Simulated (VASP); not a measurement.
CaS:

```
Ca S
1.0
     0.00000    2.85237    2.85237
     2.85237    0.00000    2.85237
     2.85237    2.85237    0.00000
Ca S
1 1
Direct
  0.00000 0.00000 0.00000
  0.50000 0.50000 0.50000
```

The cell comes from a database or a generator and needn't be the stable form of this composition.

* Program: VASP 6.6.1
* Task: relaxation of cell and atoms
* Functional: PBE
* Dispersion: D3(BJ)
* Potentials or basis: VASP PAW PBE potentials, release 64 (Ca_sv, S)
* Cutoff: 600 eV
* k mesh: 8 × 8 × 8
* Occupations: gaussian, width 0.02 eV
* Spin: no spin polarisation

At the start: pressure -2.0 GPa; volume 23.21 Å³/atom.

Question: Where does the relaxation end?

Answer: Over 3 steps the energy falls by 4.9 meV/atom and the volume is 22.43 Å³/atom (-3.3 %); space group Fm-3m (No. 225, to 0.05 Å).

The path:
```csv
step,energy change (eV),largest force (eV/Å),pressure (GPa),volume (Å³)
1,0.0000,0.0000,-1.96,46.41
2,-0.0093,0.0000,0.47,44.53
3,-0.0098,0.0000,0.00,44.86
```

Final structure:
```xyz
2
Lattice="0.0000 2.8203 2.8203 2.8203 0.0000 2.8203 2.8203 2.8203 0.0000" Properties=species:S:1:pos:R:3 pbc="T T T"
Ca    0.0000    0.0000    0.0000
S     2.8203    2.8203    2.8203
```
